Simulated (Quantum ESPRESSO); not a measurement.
# CuO (Cc) in Quantum ESPRESSO: equation of state

Aim: energy against volume of CuO in PBE, for its equilibrium volume and stiffness.

All numbers are computed with Quantum ESPRESSO 7.5; they aren't measurements. Logs are shortened: lines on timing, memory, paths and dates and some standing lists are left out, and cuts for length are marked.

## Step 1: The crystal as given

The structure is monoclinic, space group Cc (No. 9). Conventional cell: a = 4.689 Å, b = 3.427 Å, c = 5.132 Å, α = 90.00°, β = 99.65°, γ = 90.00°. Cu (site symmetry 1) is surrounded by 4 O at 1.91 to 2.02 Å. O (site symmetry 1) is surrounded by 4 Cu at 1.91 to 2.02 Å.

## Step 2: Single point, PBE, 9.55 Å³/atom

Input file pw.in:

```
&CONTROL
  calculation = 'scf'
  prefix = 'pwscf'
  outdir = './tmp'
  pseudo_dir = './pseudo'
  tprnfor = .true.
  tstress = .true.
  disk_io = 'nowf'
/
&SYSTEM
  ibrav = 0
  nat = 4
  ntyp = 2
  ecutwfc = 55
  ecutrho = 440
  nbnd = 25
  occupations = 'smearing'
  smearing = 'fd'
  degauss = 0.00367493
/
&ELECTRONS
  conv_thr = 8d-10
  electron_maxstep = 120
  mixing_beta = 0.5
/
ATOMIC_SPECIES
Cu    63.5460 Cu.paw.z_11.ld1.psl.v1.0.0-low.upf
O     15.9990 O.pbe-n-kjpaw_psl.0.1.UPF
CELL_PARAMETERS angstrom
   2.2967863347   -1.6784226623    0.0000000000
   2.2967863347    1.6784226623    0.0000000000
  -0.8429827377    0.0000000000    4.9561566325
ATOMIC_POSITIONS crystal
Cu     0.0032000000    0.4968000000    0.0000000000
Cu     0.4968000000    0.0032000000    0.5000000000
O      0.5714000000    0.4056000000    0.2537000000
O      0.4056000000    0.5714000000    0.7537000000
K_POINTS automatic
10 10 5 0 0 0
```

Potentials or basis: SSSP 1.3 efficiency PBE.

The run is started by

```
$ OMP_NUM_THREADS=1 mpirun -n 2 pw.x -nk 2 -in pw.in > pw.out
```

pw.out:

```text
This program is part of the open-source Quantum ESPRESSO suite
     for quantum simulation of materials; please cite
         "P. Giannozzi et al., J. Phys.:Condens. Matter 21 395502 (2009);
         "P. Giannozzi et al., J. Phys.:Condens. Matter 29 465901 (2017);
         "P. Giannozzi et al., J. Chem. Phys. 152 154105 (2020);
     in publications or presentations arising from this work. More details at

     file Cu.paw.z_11.ld1.psl.v1.0.0-low.upf: wavefunction(s)  4S 3D renormalized
     file O.pbe-n-kjpaw_psl.0.1.UPF: wavefunction(s)  2P renormalized
     Message from routine setup:
     using ibrav=0 with symmetry is DISCOURAGED, use correct ibrav instead

     K-points division:     npool     =       2
     Subspace diagonalization in iterative solution of the eigenvalue problem:
     a serial algorithm will be used

     G-vector sticks info
     --------------------
     sticks:   dense  smooth     PW     G-vecs:    dense   smooth      PW
     Sum         953     479    155                40143    14241    2543

     Using Slab Decomposition

     bravais-lattice index     =            0
     lattice parameter (alat)  =       5.3757  a.u.
     unit-cell volume          =     257.8657 (a.u.)^3
     number of atoms/cell      =            4
     number of atomic types    =            2
     number of electrons       =        34.00
     number of Kohn-Sham states=           25
     kinetic-energy cutoff     =      55.0000  Ry
     charge density cutoff     =     440.0000  Ry
     scf convergence threshold =      8.0E-10
     mixing beta               =       0.5000
     number of iterations used =            8  plain     mixing
     Exchange-correlation= SLA  PW   PBX  PBC
                           (   1   4   3   4   0   0   0)

     celldm(1)=   5.375708  celldm(2)=   0.000000  celldm(3)=   0.000000
     celldm(4)=   0.000000  celldm(5)=   0.000000  celldm(6)=   0.000000

     crystal axes: (cart. coord. in units of alat)
               a(1) = (   0.807391  -0.590017   0.000000 )
               a(2) = (   0.807391   0.590017   0.000000 )
               a(3) = (  -0.296334   0.000000   1.742241 )

     reciprocal axes: (cart. coord. in units 2 pi/alat)
               b(1) = (  0.619279 -0.847433  0.105332 )
               b(2) = (  0.619279  0.847433  0.105332 )
               b(3) = ( -0.000000  0.000000  0.573973 )

     PseudoPot. # 1 for Cu read from file:
     Cu.paw.z_11.ld1.psl.v1.0.0-low.upf
     Pseudo is Projector augmented-wave + core cor, Zval = 11.0
     Generated using &quot;atomic&quot; code by A. Dal Corso  v.6.3MaX
     Shape of augmentation charge: PSQ
     Using radial grid of 1199 points,  6 beta functions with:
                l(1) =   0
                l(2) =   0
                l(3) =   1
                l(4) =   1
                l(5) =   2
                l(6) =   2
     Q(r) pseudized with 0 coefficients

     PseudoPot. # 2 for O  read from file:
     O.pbe-n-kjpaw_psl.0.1.UPF
     Pseudo is Projector augmented-wave + core cor, Zval =  6.0
     Generated using "atomic" code by A. Dal Corso  v.5.0.99 svn rev. 10869
     Shape of augmentation charge: BESSEL
     Using radial grid of 1095 points,  4 beta functions with:
                l(1) =   0
                l(2) =   0
                l(3) =   1
                l(4) =   1
     Q(r) pseudized with 0 coefficients

     atomic species   valence    mass     pseudopotential
     Cu               11.00    63.54600     Cu( 1.00)
     O                 6.00    15.99900     O ( 1.00)

      2 Sym. Ops. (no inversion) found ( 1 have fractional translation)

   Cartesian axes

     site n.     atom                  positions (alat units)
         1        Cu     tau(   1) = (   0.4036954   0.2912324   0.0000000  )
         2        Cu     tau(   2) = (   0.2555283  -0.2912324   0.8711205  )
         3        O      tau(   3) = (   0.7136408  -0.0978248   0.4420065  )
         4        O      tau(   4) = (   0.5654737   0.0978248   1.3131270  )

     number of k points=   141  Fermi-Dirac smearing, width (Ry)=  0.0037

     Number of k-points >= 100: set verbosity='high' to print them.

     Dense  grid:    40143 G-vectors     FFT dimensions: (  36,  36,  64)

     Smooth grid:    14241 G-vectors     FFT dimensions: (  25,  25,  48)

     Initial potential from superposition of free atoms

     starting charge      33.9995, renormalised to      34.0000
     Starting wfcs are   26 randomized atomic wfcs
     Checking if some PAW data can be deallocated...

     Self-consistent Calculation

     iteration #  1     ecut=    55.00 Ry     beta= 0.50
     Davidson diagonalization with overlap
     ethr =  1.00E-02,  avg # of iterations =  5.0

     total energy              =    -508.89567910 Ry
     estimated scf accuracy    <       1.00398894 Ry

     iteration #  2     ecut=    55.00 Ry     beta= 0.50
     Davidson diagonalization with overlap
     ethr =  2.95E-03,  avg # of iterations =  2.0

     total energy              =    -509.10414647 Ry
     estimated scf accuracy    <       1.73076394 Ry

     iteration #  3     ecut=    55.00 Ry     beta= 0.50
     Davidson diagonalization with overlap
     ethr =  2.95E-03,  avg # of iterations =  2.0

     total energy              =    -509.37367974 Ry
     estimated scf accuracy    <       0.01198404 Ry

     iteration #  4     ecut=    55.00 Ry     beta= 0.50
     Davidson diagonalization with overlap
     ethr =  3.52E-05,  avg # of iterations =  4.0

     total energy              =    -509.37586108 Ry
     estimated scf accuracy    <       0.00209464 Ry

     iteration #  5     ecut=    55.00 Ry     beta= 0.50
     Davidson diagonalization with overlap
     ethr =  6.16E-06,  avg # of iterations =  2.9

     total energy              =    -509.37599724 Ry
     estimated scf accuracy    <       0.00004155 Ry

     iteration #  6     ecut=    55.00 Ry     beta= 0.50
     Davidson diagonalization with overlap
     ethr =  1.22E-07,  avg # of iterations =  4.0

     total energy              =    -509.37601052 Ry
     estimated scf accuracy    <       0.00000534 Ry

     iteration #  7     ecut=    55.00 Ry     beta= 0.50
     Davidson diagonalization with overlap
     ethr =  1.57E-08,  avg # of iterations =  2.0

     total energy              =    -509.37601154 Ry
     estimated scf accuracy    <       0.00000120 Ry

     iteration #  8     ecut=    55.00 Ry     beta= 0.50
     Davidson diagonalization with overlap
     ethr =  3.54E-09,  avg # of iterations =  1.2

     total energy              =    -509.37601170 Ry
     estimated scf accuracy    <       0.00000003 Ry

     iteration #  9     ecut=    55.00 Ry     beta= 0.50
     Davidson diagonalization with overlap
     ethr =  8.11E-11,  avg # of iterations =  3.4

     total energy              =    -509.37601172 Ry
     estimated scf accuracy    <          2.5E-09 Ry

     iteration # 10     ecut=    55.00 Ry     beta= 0.50
     Davidson diagonalization with overlap
     ethr =  7.23E-12,  avg # of iterations =  2.4

     End of self-consistent calculation

     Number of k-points >= 100: set verbosity='high' to print the bands.

     the Fermi energy is    10.9477 ev

!    total energy              =    -509.37601172 Ry
     total all-electron energy =     -6920.829329 Ry
     estimated scf accuracy    <          3.9E-10 Ry
     smearing contrib. (-TS)   =      -0.00134120 Ry
     internal energy E=F+TS    =    -509.37467052 Ry

     The total energy is F=E-TS. E is the sum of the following terms:
     one-electron contribution =     -75.94684969 Ry
     hartree contribution      =      79.60490906 Ry
     xc contribution           =    -104.15206582 Ry
     ewald contribution        =    -210.13155111 Ry
     one-center paw contrib.   =    -198.74911297 Ry

     convergence has been achieved in  10 iterations

     Forces acting on atoms (cartesian axes, Ry/au):

     atom    1 type  1   force =    -0.03104464    0.01833082    0.01242621
     atom    2 type  1   force =    -0.03104464   -0.01833082    0.01242621
     atom    3 type  2   force =     0.03104464    0.00341484   -0.01242621
     atom    4 type  2   force =     0.03104464   -0.00341484   -0.01242621

     Total force =     0.071889     Total SCF correction =     0.000008

     Computing stress (Cartesian axis) and pressure

          total   stress  (Ry/bohr**3)                   (kbar)     P=      188.13
   0.00130764  -0.00000000  -0.00025266          192.36       -0.00      -37.17
  -0.00000000   0.00113794  -0.00000000           -0.00      167.40       -0.00
  -0.00025266  -0.00000000   0.00139115          -37.17       -0.00      204.65

=------------------------------------------------------------------------------=
   JOB DONE.
=------------------------------------------------------------------------------=
```

It took 56 s on 2 MPI ranks of Arm Neoverse V1, shared host; peak memory 0.34 GiB.

Results:

```
Free energy            : -6930.4137 eV
Pressure               : 18.8 GPa
Largest force          : 0.980 eV/Å
Band gap on the k mesh : none (metal or under the smearing width)
```

Caveat: the run has no spin polarisation, though such a crystal can be magnetic; semilocal functionals often make such compounds metallic where correlation or magnetic order opens a gap, which also shifts bond lengths.

(Continued in part 2 of 2.)
